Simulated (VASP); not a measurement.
# AlN (Fm-3m) in VASP: notebook

The runs below take AlN through single point, relaxation of cell and atoms, with PBE.

Everything below comes from runs of VASP 6.6.1. Logs are shortened: lines on timing, memory, paths and dates and some standing lists are left out, and cuts for length are marked.

## (1) The structure

It takes space group Fm-3m (No. 225, cubic). The conventional cell has a = 4.071 Å, b = 4.071 Å, c = 4.071 Å, α = 90.00°, β = 90.00°, γ = 90.00°. Around Al (site symmetry m-3m) lie 6 N at 2.04 Å. N (site symmetry m-3m) is surrounded by 6 Al at 2.04 Å.

Measurements of this composition are mostly on another form, of space group No. 186.

## (2) Single point, PBE

The input, INCAR:

```
  ALGO = Fast
  EDIFF = 1E-6
  ENCUT = 520
  GGA = PE
  ISIF = 2
  ISMEAR = 0
  LASPH = True
  LCHARG = False
  LREAL = False
  LWAVE = False
  NBANDS = 11
  NELM = 100
  PREC = Accurate
  SIGMA = 0.02
```

The input, KPOINTS:

```
k-points
0
Gamma
  10 10 10
```

The input, POSCAR:

```
AlN
1.0
    0.0000000000      2.0352630321      2.0352630321
    2.0352630321      0.0000000000      2.0352630321
    2.0352630321      2.0352630321      0.0000000000
Al N
1 1
Direct
    0.5000000000      0.5000000000      0.5000000000
    0.0000000000      0.0000000000      0.0000000000
```

Potentials or basis: VASP PAW PBE potentials, release 64 (Al, N).

The run is started by

```bash
$ cat potpaw_PBE.64/Al/POTCAR potpaw_PBE.64/N/POTCAR > POTCAR
$ mpirun -np 1 vasp_std > vasp.out
```

OUTCAR:

```text
EDIFF = 1E-6
   ENCUT = 520
   GGA = PE
   ISIF = 2
   ISMEAR = 0
   LASPH = True
   LREAL = False
   NELM = 100
   PREC = Accurate

 ion  position               nearest neighbor table
   1  0.500  0.500  0.500-   2 2.04   2 2.04   2 2.04   2 2.04   2 2.04   2 2.04
   2  0.000  0.000  0.000-   1 2.04   1 2.04   1 2.04   1 2.04   1 2.04   1 2.04

  LATTYP: Found a face centered cubic cell.
 ALAT       =     4.0705260642

  Lattice vectors:

 A1 = (   0.0000000000,   2.0352630321,   2.0352630321)
 A2 = (   2.0352630321,   0.0000000000,   2.0352630321)
 A3 = (   2.0352630321,   2.0352630321,   0.0000000000)

Analysis of symmetry for initial positions (statically):
=====================================================================
 Subroutine PRICEL returns:
 Original cell was already a primitive cell.

 Routine SETGRP: Setting up the symmetry group for a
 face centered cubic supercell.

 Subroutine GETGRP returns: Found 48 space group operations
 (whereof 48 operations were pure point group operations)
 out of a pool of 48 trial point group operations.

The static configuration has the point symmetry O_h .

Analysis of symmetry for dynamics (positions and initial velocities):
=====================================================================
 Subroutine PRICEL returns:
 Original cell was already a primitive cell.

 Routine SETGRP: Setting up the symmetry group for a
 face centered cubic supercell.

 Subroutine GETGRP returns: Found 48 space group operations
 (whereof 48 operations were pure point group operations)
 out of a pool of 48 trial point group operations.

The dynamic configuration has the point symmetry O_h .

 Subroutine INISYM returns: Found 48 space group operations
 (whereof 48 operations are pure point group operations),
 and found     1 'primitive' translations

----------------------------------------------------------------------------------------

                                     Primitive cell

  volume of cell :      16.8613

  direct lattice vectors                    reciprocal lattice vectors
     0.000000000  2.035263032  2.035263032    -0.245668492  0.245668492  0.245668492
     2.035263032  0.000000000  2.035263032     0.245668492 -0.245668492  0.245668492
     2.035263032  2.035263032  0.000000000     0.245668492  0.245668492 -0.245668492

  length of vectors
     2.878296583  2.878296583  2.878296583     0.425510310  0.425510310  0.425510310

  position of ions in fractional coordinates (direct lattice)
     0.500000000  0.500000000  0.500000000
     0.000000000  0.000000000  0.000000000

  ion indices of the primitive-cell ions
   primitive index   ion index
                 1           1
                 2           2

----------------------------------------------------------------------------------------

 KPOINTS: k-points

Automatic generation of k-mesh.
 Grid dimensions read from file:
 generate k-points for:   10   10   10

 Generating k-lattice:

  Cartesian coordinates                     Fractional coordinates (reciprocal lattice)
    -0.024566849  0.024566849  0.024566849     0.100000000  0.000000000  0.000000000
     0.024566849 -0.024566849  0.024566849     0.000000000  0.100000000  0.000000000
     0.024566849  0.024566849 -0.024566849     0.000000000  0.000000000  0.100000000

  Length of vectors
     0.042551031  0.042551031  0.042551031

  Shift w.r.t. Gamma in fractional coordinates (k-lattice)
     0.000000000  0.000000000  0.000000000

 Subroutine IBZKPT returns following result:
 ===========================================

 Found     47 irreducible k-points:

 Following reciprocal coordinates:
            Coordinates               Weight
  0.000000  0.000000  0.000000      1.000000
  0.100000  0.000000  0.000000      8.000000
  0.200000  0.000000  0.000000      8.000000
  0.300000  0.000000  0.000000      8.000000
  0.400000  0.000000  0.000000      8.000000
  0.500000  0.000000  0.000000      4.000000
[... 16 lines left out ...]
  0.300000  0.300000  0.000000      6.000000
  0.400000  0.300000  0.000000     24.000000
 [... further k-points ...]
   k-points           NKPTS =     47   k-points in BZ     NKDIM =     47   number of bands    NBANDS=     11
   number of dos      NEDOS =    301   number of ions     NIONS =      2
   total plane-waves  NPLWV =  13824
   dimension x,y,z NGX =    24 NGY =   24 NGZ =   24
   dimension x,y,z NGXF=    48 NGYF=   48 NGZF=   48
   ions per type =               1   1
   NGX,Y,Z   is equivalent  to a cutoff of  13.86, 13.86, 13.86 a.u.
   NGXF,Y,Z  is equivalent  to a cutoff of  27.72, 27.72, 27.72 a.u.
 SYSTEM =  unknown system
   PREC   = accura    normal or accurate (medium, high low for compatibility)
   ISTART =      0    job   : 0-new  1-cont  2-samecut
   ICHARG =      2    charge: 1-file 2-atom 10-const
   ISPIN  =      1    spin polarized calculation?
   LNONCOLLINEAR =      F non collinear calculations
   LSORBIT =      F    spin-orbit coupling
   LASPH  =      T    aspherical Exc in radial PAW
   ENCUT  =  520.0 eV  38.22 Ry    6.18 a.u.   5.35  5.35  5.35*2*pi/ulx,y,z
   NELM   =    100;   NELMIN=  2; NELMDL= -5     # of ELM steps
   EDIFF  = 0.1E-05   stopping-criterion for ELM
   LREAL  =      F    real-space projection
   EDIFFG = 0.1E-04   stopping-criterion for IOM
   NSW    =      0    number of steps for IOM
   IBRION =     -1    ionic relax: 0-MD 1-quasi-New 2-CG
   NFREE  =      0    steps in history (QN), initial steepest desc. (CG)
   ISIF   =      2    stress and relaxation
   ISYM   =      2    0-nonsym 1-usesym 2-fastsym
   POTIM  = 0.5000    time-step for ionic-motion
   TEBEG  =    0.0;   TEEND  =   0.0 temperature during run
   PSTRESS=    0.0 pullay stress
   NELECT =       8.0000    total number of electrons
   NUPDOWN=      -1.0000    fix difference up-down
   EMIN   =  10.00;   EMAX   =-10.00  energy-range for DOS
   EFERMI =   0.00;   METHOD = LEGACY
   ISMEAR =     0;   SIGMA  =   0.02  broadening in eV -4-tet -1-fermi 0-gaus
   EFERMI_NEDOS =   21; number of points for ismear=-14 and -15
   IALGO  =     68    algorithm
   IMIX   =      4    mixing-type and parameters
     AMIX     =   0.40;   BMIX     =  1.00
     AMIX_MAG =   1.60;   BMIX_MAG =  1.00
  volume/ion in A,a.u.               =       8.43        56.89
  Fermi-wavevector in a.u.,A,eV,Ry     =   1.276853  2.412903 22.182312  1.630354
  Thomas-Fermi vector in A             =   2.409486
   LORBIT       =      0    0 simple, 1 ext, 2 COOP (PROOUT), +10 PAW based schemes
   GGA     = PE    functional components
   LHFCALC =     F    Hartree Fock is set to
   AEXX    =    0.0000 exact exchange contribution
   IVDW    =     0    specifies the selected vdW correction
   LEPSILON=     F    determine dielectric tensor
   LRPA    =     F    only Hartree local field effects (RPA)
 non-spin polarized calculation
 RMM-DIIS sequential band-by-band and
 Gauss-broadening in eV      SIGMA  =   0.02
  energy-cutoff  :      520.00
  volume of cell :       16.86
 maximum number of plane-waves:       469
 NGX is ok and might be reduce to    24
   NGX = 11   NGY = 11   NGZ = 11

 number of electron       8.0000000 magnetization

 Free energy of the ion-electron system (eV)
  ---------------------------------------------------
  ext. energy  EPLUGINS =         0.00000000
  ---------------------------------------------------
  free energy    TOTEN  =       -14.54590634 eV

  energy without entropy =      -14.54590634  energy(sigma->0) =      -14.54590634

 E-fermi :   9.8663     XC(G=0): -12.1912

 val. band max:        9.7043849972   @ k =   0.0000   0.0000   0.0000
 cond. band min:      14.1171321594   @ k =   0.5000   0.5000   0.0000
 fundamental gap:      4.4127471622
 Fermi energy:         9.8663178888

 k-point     1 :       0.0000    0.0000    0.0000
  band No.  band energies     occupation
      1      -7.6667      2.00000
      2       9.7044      2.00000
      3       9.7044      2.00000
      4       9.7044      2.00000
      5      15.0950      0.00000
      6      21.8057      0.00000
      7      21.8057      0.00000
      8      21.8057      0.00000
      9      26.8926      0.00000
     10      27.3453      0.00000
     11      27.3453      0.00000

 k-point     2 :       0.1000    0.0000    0.0000
  band No.  band energies     occupation
      1      -7.4655      2.00000
      2       8.6868      2.00000
      3       9.5866      2.00000
      4       9.5866      2.00000
      5      15.7364      0.00000
      6      20.9013      0.00000
      7      22.0932      0.00000
      8      22.0932      0.00000
      9      25.7137      0.00000
     10      25.7137      0.00000
     11      27.6852      0.00000

 k-point     3 :       0.2000    0.0000    0.0000
  band No.  band energies     occupation
      1      -6.8807      2.00000
      2       6.5683      2.00000
      3       9.3004      2.00000
      4       9.3004      2.00000
      5      16.4308      0.00000
      6      20.3505      0.00000
      7      22.2215      0.00000
      8      22.2215      0.00000
      9      25.1601      0.00000
     10      25.1601      0.00000
     11      26.9945      0.00000

 k-point     4 :       0.3000    0.0000    0.0000
  band No.  band energies     occupation
      1      -5.9859      2.00000
      2       4.2780      2.00000
      3       8.9829      2.00000
      4       8.9829      2.00000
      5      16.2247      0.00000
      6      21.2130      0.00000
      7      21.4545      0.00000
      8      21.4545      0.00000
      9      26.1883      0.00000
     10      26.6550      0.00000
     11      26.6550      0.00000

 k-point     5 :       0.4000    0.0000    0.0000
  band No.  band energies     occupation
      1      -4.9962      2.00000
      2       2.3609      2.00000
      3       8.7493      2.00000
      4       8.7493      2.00000
      5      15.8537      0.00000
      6      20.7813      0.00000
      7      20.7813      0.00000
      8      22.2873      0.00000
      9      25.6935      0.00000
     10      28.8502      0.00000
     11      28.8502      0.00000
[... 211 lines left out ...]
 k-point    21 :      -0.3000    0.2000    0.0000
  band No.  band energies     occupation
      1      -4.7892      2.00000
      2       3.4243      2.00000
      3       6.1147      2.00000
      4       8.6164      2.00000
      5      17.7799      0.00000
      6      19.4287      0.00000
      7      20.9508      0.00000
      8      21.8370      0.00000
      9      26.5994      0.00000
     10      28.7194      0.00000
     11      30.2080      0.00000

 k-point    22 :      -0.2000    0.2000    0.0000
  band No.  band energies     occupation
      1      -5.6966      2.00000
      2       4.7992      2.00000
      3       6.8300      2.00000
      4       9.0484      2.00000
      5      18.1608      0.00000
      6      19.6262      0.00000
      7      20.3153      0.00000
      8      22.0439      0.00000
      9      24.6367      0.00000
     10      28.6258      0.00000
     11      29.9013      0.00000

 k-point    23 :       0.3000    0.3000    0.0000
  band No.  band energies     occupation
      1      -5.4589      2.00000
      2       4.9464      2.00000
      3       7.7221      2.00000
      4       7.7221      2.00000
      5      16.3688      0.00000
      6      16.4223      0.00000
      7      21.2315      0.00000
      8      25.1044      0.00000
      9      25.1044      0.00000
     10      30.0573      0.00000
     11      33.5182      0.00000

 k-point    24 :       0.4000    0.3000    0.0000
  band No.  band energies     occupation
      1      -4.7216      2.00000
      2       3.9370      2.00000
      3       6.9626      2.00000
      4       7.4695      2.00000
      5      15.7087      0.00000
      6      16.5736      0.00000
      7      21.6863      0.00000
      8      25.0595      0.00000
      9      25.7973      0.00000
     10      31.3146      0.00000
     11      34.1979      0.00000

 [... further k-points ...]

------------------------ aborting loop because EDIFF is reached ----------------------------------------

  FORCE on cell =-STRESS in cart. coord.  units (eV):
  Direction    XX          YY          ZZ          XY          YZ          ZX
  --------------------------------------------------------------------------------------
  -------------------------------------------------------------------------------------
  Total       -0.0319200     -0.0319200     -0.0319200     -0.0000000      0.0000000      0.0000000
  in kB       -3.0330697     -3.0330697     -3.0330697     -0.0000000      0.0000000      0.0000000
  external PRESSURE =      -3.0330697 kB  Pullay stress =       0.0000000 kB

 VOLUME and BASIS-vectors are now :
 -----------------------------------------------------------------------------
  energy-cutoff  :      520.00
  volume of cell :       16.86
      direct lattice vectors                 reciprocal lattice vectors
     0.000000000  2.035263032  2.035263032    -0.245668492  0.245668492  0.245668492
     2.035263032  0.000000000  2.035263032     0.245668492 -0.245668492  0.245668492
     2.035263032  2.035263032  0.000000000     0.245668492  0.245668492 -0.245668492

 POSITION                                       TOTAL-FORCE (eV/Angst)
 -----------------------------------------------------------------------------------
      2.03526      2.03526      2.03526         0.000000     -0.000000     -0.000000
      0.00000      0.00000      0.00000        -0.000000      0.000000      0.000000
 -----------------------------------------------------------------------------------
    total drift:                                0.000000     -0.000000     -0.000000

  FREE ENERGIE OF THE ION-ELECTRON SYSTEM (eV)
  ---------------------------------------------------
  free  energy   TOTEN  =       -14.5459063411 eV

  energy  without entropy=      -14.5459063411  energy(sigma->0) =      -14.54590634
```

Wall time 6.5 s (1 thread of Intel Xeon Platinum 8259CL at 2.50GHz (Skylake/Cascade Lake), shared host); peak memory 0.13 GiB.

What came out:

| Item | Value |
| --- | --- |
| Free energy | -14.5459 eV |
| Pressure | -0.3 GPa |
| Band gap on the k mesh | 4.41 eV, indirect (least direct gap 5.39 eV) |

A k mesh can miss the band edges. A hybrid or GW would open this gap; PBE tends to underestimate it.

## (3) Relaxation of cell and atoms, PBE

The input, INCAR:

```
PREC = Accurate ; ENCUT = 600
EDIFF = 1E-7 ; ISMEAR = 0
SIGMA = 0.02 ; LREAL = F
LASPH = T ; NELM = 100
ALGO = Normal ; ISIF = 3
LWAVE = F ; LCHARG = F
GGA = PE ; IBRION = 2
NSW = 100 ; EDIFFG = -0.002
```

The input, KPOINTS:

```
Automatic mesh
0
Gamma
  10 10 10
```

The input, POSCAR:

```
AlN
1.0
    0.0000000000      2.0345180000      2.0345180000
    2.0345180000      0.0000000000      2.0345180000
    2.0345180000      2.0345180000      0.0000000000
Al N
1 1
Direct
    0.5000000000      0.5000000000      0.5000000000
    0.0000000000      0.0000000000      0.0000000000
```

Potentials or basis: VASP PAW PBE potentials, release 64 (Al, N).

The run is started by

```bash
$ cat potpaw_PBE.64/Al/POTCAR potpaw_PBE.64/N/POTCAR > POTCAR
$ mpirun -np 1 vasp_std > vasp.out
```

Run time: 8.5 s. Hardware: 1 thread of Intel Xeon Platinum 8259CL at 2.50GHz (Skylake/Cascade Lake), shared host; peak memory 0.13 GiB.

The run converged. Its results:

- Free energy: -14.5477 eV
- Relaxed volume: 8.42 Å³/atom
- Relaxed cell: a = 2.877 Å, b = 2.877 Å, c = 2.877 Å, α = 60.00°, β = 60.00°, γ = 60.00°
- Space group after relaxing (to 0.05 Å): Fm-3m (No. 225)
- Energy gained by relaxing: 0.0 meV/atom
- Ionic steps: 3
- Pressure after relaxing: 0.0 GPa
- Band gap on the k mesh: 4.43 eV, indirect (least direct gap 5.42 eV)

Final structure:
```yaml
crystal:
  lattice:
    - [0.00000, 2.03411, 2.03411]
    - [2.03411, 0.00000, 2.03411]
    - [2.03411, 2.03411, 0.00000]
  atoms:
    - { symbol: Al, position: [0.50000, 0.50000, 0.50000] }
    - { symbol: N, position: [0.00000, 0.00000, 0.00000] }
```

Levels at points of the mesh, in eV from the valence-band top:
```csv
k point,band 2,band 3,band 4,band 5,band 6,band 7
"(0.00, 0.00, 0.00)",0.00,0.00,0.00,5.42,12.11,12.11
"(0.50, 0.00, 0.00)",-8.19,-1.04,-1.04,6.02,10.85,10.85
"(0.50, 0.50, 0.00)",-7.26,-2.75,-2.75,4.43,5.33,13.83
```

A k mesh can miss the band edges. Expect the measured gap to be larger: semilocal functionals such as PBE lack the derivative discontinuity.

## (4) Single point, PBE

The input, INCAR:

```
SYSTEM = AlN
PREC     = Accurate       ! precision mode
ENCUT    = 520            ! plane-wave cutoff, eV
EDIFF    = 1E-7           ! SCF threshold, eV
ISMEAR   = 0              ! smearing method
SIGMA    = 0.1            ! smearing width, eV
LREAL    = .FALSE.        ! projectors in reciprocal space
LASPH    = .TRUE.         ! aspherical terms in the spheres
NELM     = 100            ! most SCF steps
ALGO     = Normal         ! electronic algorithm
ISIF     = 2              ! what is computed and relaxed
LWAVE    = .FALSE.        ! write WAVECAR
LCHARG   = .FALSE.        ! write CHGCAR
GGA      = PE             ! functional
NBANDS   = 11             ! bands
```

The input, KPOINTS:

```
regular mesh
0
G
  8 8 8
  0 0 0
```

POSCAR is that of step 3.

The run is started by

```bash
$ cat potpaw_PBE.64/Al/POTCAR potpaw_PBE.64/N/POTCAR > POTCAR
$ mpirun -np 1 vasp_std > vasp.out
```

It took 4.5 s on 1 thread of Intel Xeon Platinum 8259CL at 2.50GHz (Skylake/Cascade Lake), shared host; peak memory 0.13 GiB.

It converged, with:

* Free energy: -14.5455 eV
* Pressure: 0.0 GPa
* Band gap on the k mesh: 4.42 eV, indirect (least direct gap 5.41 eV)

Levels at points of the mesh, in eV from the valence-band top:
| k point | band 2 | band 3 | band 4 | band 5 | band 6 | band 7 |
| --- | --- | --- | --- | --- | --- | --- |
| (0.00, 0.00, 0.00) | 0.00 | 0.00 | 0.00 | 5.41 | 12.11 | 12.11 |
| (0.50, 0.00, 0.00) | -8.18 | -1.04 | -1.04 | 6.01 | 10.85 | 10.85 |
| (0.50, 0.50, 0.00) | -7.25 | -2.75 | -2.75 | 4.42 | 5.33 | 13.82 |

A k mesh can miss the band edges. As with any semilocal functional, this PBE gap is likely too small.

## (5) The runs side by side

| task | cell | k mesh | cutoff (eV) | smearing | gap on the mesh (eV) | pressure (GPa) |
| --- | --- | --- | --- | --- | --- | --- |
| single point | Fm-3m, 8.43 Å³/atom | 10 × 10 × 10 | 520 | gaussian 0.02 eV | 4.41 | -0.3 |
| relaxation of cell and atoms | relaxed | 10 × 10 × 10 | 600 | gaussian 0.02 eV | 4.43 | 0.0 |
| single point | Fm-3m, 8.42 Å³/atom | 8 × 8 × 8 | 520 | gaussian 0.1 eV | 4.42 | 0.0 |

Alike in all rows: level PBE; potentials or basis VASP PAW PBE potentials, release 64 (Al, N); no spin polarisation.

Absolute energies hang on the potentials; compare differences alone.
